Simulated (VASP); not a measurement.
# Ce (P6_3/mmc) in VASP: electric field gradients with PBE

Aim: the electric field gradients of Ce with PBE.

All numbers are computed with VASP 6.6.1; they aren't measurements. Logs are shortened: lines on timing, memory, paths and dates and some standing lists are left out, and cuts for length are marked.

### Step 1. Starting point

It takes space group P6_3/mmc (No. 194, hexagonal). The conventional cell has a = 3.299 Å, b = 3.299 Å, c = 5.720 Å, α = 90.00°, β = 90.00°, γ = 120.00°. Around Ce (site symmetry -6m2) lie 12 Ce at 3.30 to 3.44 Å.

This isn't the form of Ce at room conditions, which is fcc.

### Step 2. Electric field gradients, PBE, collinear spin, typed start

Contents of INCAR:

```
SYSTEM = Ce
PREC = Accurate
ENCUT = 520
EDIFF = 1E-8
ISMEAR = -1
SIGMA = 0.05
LREAL = .False.
LASPH = .True.
NELM = 150
ALGO = Normal
ISIF = 2
LWAVE = .False.
LCHARG = .False.
ISPIN = 2
MAGMOM = 1 1
LORBIT = 11
LMAXMIX = 6
GGA = PE
LEFG = .True.
NBANDS = 23
```

Contents of KPOINTS:

```
Automatic mesh
0
Gamma
  8 8 4
  0 0 0
```

Contents of POSCAR:

```
Ce
1.0
    3.2985203305      0.0000000000      0.0000000000
   -1.6492601653      2.8566024011      0.0000000000
    0.0000000000      0.0000000000      5.7196715851
Ce
2
Direct
    0.3333333333      0.6666666667      0.2500000000
    0.6666666667      0.3333333333      0.7500000000
```

Potentials or basis: VASP PAW PBE potentials, release 64 (Ce).

The run is started by

```bash
$ cat potpaw_PBE.64/Ce/POTCAR > POTCAR
$ mpirun -np 1 vasp_std > vasp.out
```

OUTCAR:

```text
SYSTEM = Ce
   PREC = Accurate
   ENCUT = 520
   EDIFF = 1E-8
   ISMEAR = -1
   LREAL = .False.
   LASPH = .True.
   NELM = 150
   ISIF = 2
   ISPIN = 2
   LORBIT = 11
   GGA = PE

 ion  position               nearest neighbor table
   1  0.333  0.667  0.250-
   2  0.667  0.333  0.750-

  LATTYP: Found a hexagonal cell.
 ALAT       =     3.2985203305
 C/A-ratio  =     1.7340113178

  Lattice vectors:

 A1 = (   3.2985203305,   0.0000000000,   0.0000000000)
 A2 = (  -1.6492601653,   2.8566024011,   0.0000000000)
 A3 = (   0.0000000000,   0.0000000000,   5.7196715851)

Analysis of symmetry for initial positions (statically):
=====================================================================
 Subroutine PRICEL returns:
 Original cell was already a primitive cell.

 Routine SETGRP: Setting up the symmetry group for a
 hexagonal supercell.

 Subroutine GETGRP returns: Found 24 space group operations
 (whereof 12 operations were pure point group operations)
 out of a pool of 24 trial point group operations.

The static configuration has the point symmetry D_3d.
 The point group associated with its full space group is D_6h.

Analysis of symmetry for dynamics (positions and initial velocities):
=====================================================================
 Subroutine PRICEL returns:
 Original cell was already a primitive cell.

 Routine SETGRP: Setting up the symmetry group for a
 hexagonal supercell.

 Subroutine GETGRP returns: Found 24 space group operations
 (whereof 12 operations were pure point group operations)
 out of a pool of 24 trial point group operations.

The dynamic configuration has the point symmetry D_3d.
 The point group associated with its full space group is D_6h.

Analysis of structural, dynamic, and magnetic symmetry:
=====================================================================
 Subroutine PRICEL returns:
 Original cell was already a primitive cell.

 Routine SETGRP: Setting up the symmetry group for a
[... 172 lines left out ...]
      4      -6.9587      1.00000
      5      -6.9409      1.00000
      6      -6.9409      1.00000
[... 613 lines left out ...]
     22       9.9648      0.00000
     23      10.1174      0.00000

 [... further k-points ...]

 spin component 2

 k-point     1 :       0.0000    0.0000    0.0000
  band No.  band energies     occupation
      1     -25.5477      1.00000
      2     -25.1518      1.00000
      3      -9.4049      1.00000
      4      -6.9587      1.00000
      5      -6.9409      1.00000
      6      -6.9409      1.00000
[... 613 lines left out ...]
     22       9.9648      0.00000
     23      10.1174      0.00000

 [... further k-points ...]

------------------------ aborting loop because EDIFF is reached ----------------------------------------

  FORCE on cell =-STRESS in cart. coord.  units (eV):
  Direction    XX          YY          ZZ          XY          YZ          ZX
  --------------------------------------------------------------------------------------
  -------------------------------------------------------------------------------------
  Total       -0.0636848     -0.0636848     -0.0314393      0.0000000     -0.0000000      0.0000000
  in kB       -1.8932443     -1.8932443     -0.9346390      0.0000000     -0.0000000      0.0000000
  external PRESSURE =      -1.5737092 kB  Pullay stress =       0.0000000 kB

 VOLUME and BASIS-vectors are now :
 -----------------------------------------------------------------------------
  energy-cutoff  :      520.00
  volume of cell :       53.89
      direct lattice vectors                 reciprocal lattice vectors
     3.298520331  0.000000000  0.000000000     0.303166238  0.175033109  0.000000000
    -1.649260165  2.856602401  0.000000000     0.000000000  0.350066218  0.000000000
     0.000000000  0.000000000  5.719671585     0.000000000  0.000000000  0.174835213

 POSITION                                       TOTAL-FORCE (eV/Angst)
 -----------------------------------------------------------------------------------
     -0.00000      1.90440      1.42992         0.000000     -0.000000      0.000000
      1.64926      0.95220      4.28975        -0.000000      0.000000      0.000000
 -----------------------------------------------------------------------------------
    total drift:                               -0.000000      0.000000     -0.000000

  FREE ENERGIE OF THE ION-ELECTRON SYSTEM (eV)
  ---------------------------------------------------
  free  energy   TOTEN  =       -11.7104011055 eV

  energy  without entropy=      -11.6559802255  energy(sigma->0) =      -11.68319067

 Electric field gradients (V/A^2)
---------------------------------------------------------------------
 ion       V_xx      V_yy      V_zz      V_xy      V_xz      V_yz
---------------------------------------------------------------------
   1      29.027    29.027   -58.054    -0.000     0.000    -0.000
   2      29.027    29.027   -58.054    -0.000    -0.000     0.000
---------------------------------------------------------------------

 Electric field gradients after diagonalization (V/A^2)
 (convention: |V_zz| > |V_xx| > |V_yy|)
----------------------------------------------------------------------
 ion       V_xx      V_yy      V_zz     asymmetry (V_yy - V_xx)/ V_zz
----------------------------------------------------------------------
   1      29.027    29.027   -58.054       0.000
   2      29.027    29.027   -58.054       0.000
----------------------------------------------------------------------

           NMR quadrupolar parameters

 Cq : quadrupolar parameter    Cq=e*Q*V_zz/h
 eta: asymmetry parameters     (V_yy - V_xx)/ V_zz
 Q  : nuclear electric quadrupole moment in mb (millibarn)
----------------------------------------------------------------------
 ion       Cq(MHz)       eta       Q (mb)
----------------------------------------------------------------------
   1      -0.140       0.000       1.000
   2      -0.140       0.000       1.000
----------------------------------------------------------------------

 total charge

# of ion       s       p       d       f       tot
--------------------------------------------------
    1        2.091   5.564   1.244   1.011   9.909
    2        2.091   5.564   1.244   1.011   9.909
--------------------------------------------------
tot          4.181  11.127   2.488   2.022  19.819

 magnetization (x)

# of ion       s       p       d       f       tot
--------------------------------------------------
    1       -0.000  -0.000   0.000  -0.000  -0.000
    2       -0.000  -0.000   0.000  -0.000  -0.000
--------------------------------------------------
tot         -0.000  -0.000   0.000  -0.000  -0.000
```

stdout:

```text
POSCAR found type information on POSCAR Ce
 POSCAR found :  1 types and       2 ions
 scaLAPACK will be used
 LDA part: xc-table for (Slater+PW92), standard interpolation
 POSCAR, INCAR and KPOINTS ok, starting setup
 FFT: planning ... GRIDC
 FFT: planning ... GRID_SOFT
 FFT: planning ... GRID
 WAVECAR not read
 entering main loop
ion   1

ion   2
```

Run time: 80 s. Hardware: 1 thread of Intel Xeon 6975P-C (Granite Rapids), shared host; peak memory 0.26 GiB.

Results:

```yaml
Free_energy: -11.7104 eV
Pressure: -0.2 GPa
Band_gap_on_the_k_mesh: none (metal or under the smearing width)
Net_moment: 0.00 μB per cell
Valence_electrons_inside_the_program's_atomic_spheres: Ce 9.91
```

Stress tensor (GPa, compression positive):
```
-0.19  0.00  0.00
 0.00 -0.19  0.00
 0.00  0.00 -0.09
```

Levels at points of the mesh, in eV from the Fermi level:
Spin up:
```
           k point  band 10  band 11  band 12  band 13  band 14  band 15
(0.00, 0.00, 0.00)    -1.86    -0.12     0.13     0.16     0.52     0.52
(0.50, 0.00, 0.00)    -1.78    -1.32     0.08     0.29     0.49     0.54
(0.00, 0.00, 0.50)    -1.52    -0.13    -0.13     0.36     0.36     0.52
(0.50, 0.00, 0.50)    -2.18    -1.03    -1.03     0.38     0.38     0.55
```
Spin down:
| k point | band 9 | band 10 | band 11 | band 12 | band 13 | band 14 | band 15 | band 16 |
| --- | --- | --- | --- | --- | --- | --- | --- | --- |
| (0.00, 0.00, 0.00) | -2.84 | -1.86 | -0.12 | 0.13 | 0.16 | 0.52 | 0.52 | 0.64 |
| (0.50, 0.00, 0.00) | -2.22 | -1.78 | -1.32 | 0.08 | 0.29 | 0.49 | 0.54 | 0.58 |
| (0.00, 0.00, 0.50) | -1.52 | -1.52 | -0.13 | -0.13 | 0.36 | 0.36 | 0.52 | 0.52 |
| (0.50, 0.00, 0.50) | -2.18 | -2.18 | -1.03 | -1.03 | 0.38 | 0.38 | 0.55 | 0.55 |

Electric field gradients, principal values (V/Å²):
| atom | Vxx | Vyy | Vzz |
| --- | --- | --- | --- |
| 1 Ce | 29.027 | 29.027 | -58.054 |
| 2 Ce | 29.027 | 29.027 | -58.054 |

Caveat: the magnetic or orbital state may not be the lowest; spin-orbit coupling is left out, which moves the levels of the heavy elements.
